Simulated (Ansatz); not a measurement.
Method: DFT PBEsol, scalar-relativistic, plane waves, PAW in Ansatz.

Settings: cutoff 420 eV, Γ-centred mesh 8×8×8 on the computed 2-atom cell, Gaussian smearing of 0.02 eV; no spin polarisation.

```
Ba Te
1.0
     0.00000    3.41000    3.41000
     3.41000    0.00000    3.41000
     3.41000    3.41000    0.00000
Ba Te
1 1
Direct
  0.00000 0.00000 0.00000
  0.49340 0.50660 0.50660
```

Q: Is this geometry at equilibrium? Which atom feels the largest force?

A: It isn't. Atom 2 (Te) feels (-0.12, 0.00, 0.00) eV/Å, 0.124 eV/Å in size, and symmetry-related atoms feel the same size.

Q: Give all forces and the stress.

A:
| atom | Fx | Fy | Fz |
| --- | --- | --- | --- |
| Ba1 | 0.124 | 0.000 | 0.000 |
| Te2 | -0.124 | 0.000 | 0.000 |
Stress (GPa, compression positive):
```
1.98 0.00 0.00
0.00 1.90 0.00
0.00 0.00 1.90
```